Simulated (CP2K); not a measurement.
Crystal: KBr.

```
Br K
1.0
     4.66690    0.00000    0.00000
     2.33345    4.04166    0.00000
     2.33345    1.34722    3.81051
Br K
1 1
Direct
  0.50000 0.50000 0.50000
  0.00000 0.00000 0.00000
```

Base run:

```yaml
Program: CP2K 2026.2
Functional: PBEsol
Potentials_or_basis: POTENTIAL_UZH Br GTH-PBE-q7, K GTH-PBE-q9; TZVP-MOLOPT-PBE-GTH basis
Density_cutoff: 9184 eV
k_mesh: 7 × 7 × 7
Occupations: fermi-dirac, width 0.05 eV
Spin: no spin polarisation
```

Its results: band gap on the k mesh 4.18 eV, direct; pressure -0.2 GPa.

Question: The run is repeated on the same cell with these changes: functional from PBEsol to RPBE. What comes out?

Answer: Band gap on the k mesh 4.71 eV, direct; pressure 2.1 GPa.

RPBE binds less tightly than PBEsol, so the same cell stands under more pressure.

Caveats: the potentials were made for another functional, which shifts forces and pressure; the basis of atomic orbitals isn't converged, which shifts pressures, moduli and gaps.
